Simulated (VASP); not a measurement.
Set up this calculation in VASP 6.6.1, as the native input.

```yaml
Task: single point
Functional: PBE
Potentials_or_basis: VASP PAW PBE potentials, release 64 (Ge_d)
Cutoff: 520 eV
k_mesh: 8 × 8 × 4
Occupations: fermi-dirac, width 0.05 eV
Spin: no spin polarisation
Further_INCAR_settings: ALGO = Normal; EDIFF = 1e-07; NBANDS = 36
```

The structure of Ge lies in POSCAR:

```
Ge
1.0
    3.9975858431      0.0000000000      0.0000000000
   -1.9987929216      3.4620108940      0.0000000000
    0.0000000000      0.0000000000      6.5993779500
Ge
4
Direct
    0.3333333333      0.6666666667      0.9370987500
    0.6666666667      0.3333333333      0.4370987500
    0.3333333333      0.6666666667      0.5629012500
    0.6666666667      0.3333333333      0.0629012500
```

This isn't the form of Ge at room conditions, which is diamond.

These files were run (other wordings do the same):

INCAR

```
ALGO = Normal
EDIFF = 1E-7
ENCUT = 520
GGA = PE
ISIF = 2
ISMEAR = -1
LASPH = T
LCHARG = T
LELF = T
LREAL = F
LVHAR = T
LWAVE = F
NBANDS = 36
NELM = 80
PREC = Accurate
SIGMA = 0.05
```

KPOINTS

```
k-points
0
Gamma
  8 8 4
```

Potentials or basis: VASP PAW PBE potentials, release 64 (Ge_d).

Run with:

```bash
$ cat potpaw_PBE.64/Ge_d/POTCAR > POTCAR
$ mpirun -np 1 vasp_std > vasp.out
```

It gave:

```json
{
 "Pressure": "2.9 GPa",
 "Largest force": "0.014 eV/Å",
 "Band gap on the k mesh": "0.12 eV, direct"
}
```

It took 100 s on 1 thread of Intel(R) Xeon(R) Platinum 8488C (Sapphire Rapids), with other jobs on the host, peak memory 0.22 GiB.
